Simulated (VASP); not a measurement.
A run of VASP 6.6.1:

Contents of INCAR:

```
SYSTEM = GaAs
PREC     = Accurate       ! precision mode
ENCUT    = 600            ! plane-wave cutoff, eV
EDIFF    = 1E-6           ! SCF threshold, eV
ISMEAR   = 0              ! smearing method
SIGMA    = 0.02           ! smearing width, eV
LREAL    = .FALSE.        ! projectors in reciprocal space
LASPH    = .TRUE.         ! aspherical terms in the spheres
NELM     = 120            ! most SCF steps
ALGO     = Normal         ! electronic algorithm
ISIF     = 3              ! what is computed and relaxed
LWAVE    = .FALSE.        ! write WAVECAR
LCHARG   = .FALSE.        ! write CHGCAR
METAGGA  = R2SCAN         ! meta-GGA
LMIXTAU  = .TRUE.       
IBRION   = 2              ! ionic algorithm
NSW      = 80             ! ionic steps
EDIFFG   = -0.005         ! ionic threshold
KPAR     = 2
```

KPOINTS

```
regular mesh
0
G
  9 9 9
  0 0 0
```

File POSCAR:

```
GaAs
1.0
    0.0000000000      2.8750910000      2.8750910000
    2.8750910000      0.0000000000      2.8750910000
    2.8750910000      2.8750910000      0.0000000000
Ga As
1 1
Direct
    0.0000000000      0.0000000000      0.0000000000
    0.7500000000      0.7500000000      0.7500000000
```

Potentials or basis: VASP PAW PBE potentials, release 64 (Ga_d, As).

Launch:

```sh
$ cat potpaw_PBE.64/Ga_d/POTCAR potpaw_PBE.64/As/POTCAR > POTCAR
$ mpirun -np 2 vasp_std > vasp.out
```

Hardware: 2 MPI ranks on Intel(R) Xeon(R) Platinum 8488C (Sapphire Rapids), on a shared host.

Problem. How long does it take, and how much memory?

Solution. It took 96 s on 2 MPI ranks on Intel(R) Xeon(R) Platinum 8488C (Sapphire Rapids), on a shared host, peak memory 0.21 GiB a rank. Counts: scf iterations 37, k points 35, ion steps 3.
